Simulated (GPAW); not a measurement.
InP:

```
In P
1.0
     0.00000    2.93050    2.93050
     2.93050    0.00000    2.93050
     2.93050    2.93050    0.00000
In P
1 1
Direct
  0.00000 0.00000 0.00000
  0.75000 0.75000 0.75000
```

| Quantity | Value |
| --- | --- |
| Program | GPAW 26.7.0 |
| Task | relaxation of cell and atoms |
| Functional | LDA |
| Potentials or basis | the program's PAW data sets (release 1.2.1) made for this functional |
| Cutoff | 600 eV |
| Basis | pw |
| k mesh | 8 × 8 × 8 |
| Occupations | fermi-dirac, width 0.05 eV |
| Spin | no spin polarisation |

At the start: pressure -1.5 GPa; volume 25.17 Å³/atom.

Task: Where does the relaxation end?

Result: Over 3 steps the energy falls by 2.4 meV/atom and the volume is 24.62 Å³/atom (-2.2 %); space group F-43m (No. 216, to 0.05 Å).

The path:
| step | energy change (eV) | largest force (eV/Å) | pressure (GPa) | volume (Å³) |
| --- | --- | --- | --- | --- |
| 1 | 0.0000 | 0.0000 | -1.48 | 50.33 |
| 2 | -0.0020 | 0.0000 | -1.15 | 50.08 |
| 3 | -0.0048 | 0.0000 | 0.03 | 49.23 |

Final structure:
```
In P
1.0
     0.00000    2.90897    2.90897
     2.90897    0.00000    2.90897
     2.90897    2.90897    0.00000
In P
1 1
Direct
  0.00000 0.00000 0.00000
  0.75000 0.75000 0.75000
```

Caveat: later steps reuse the first step's grids.
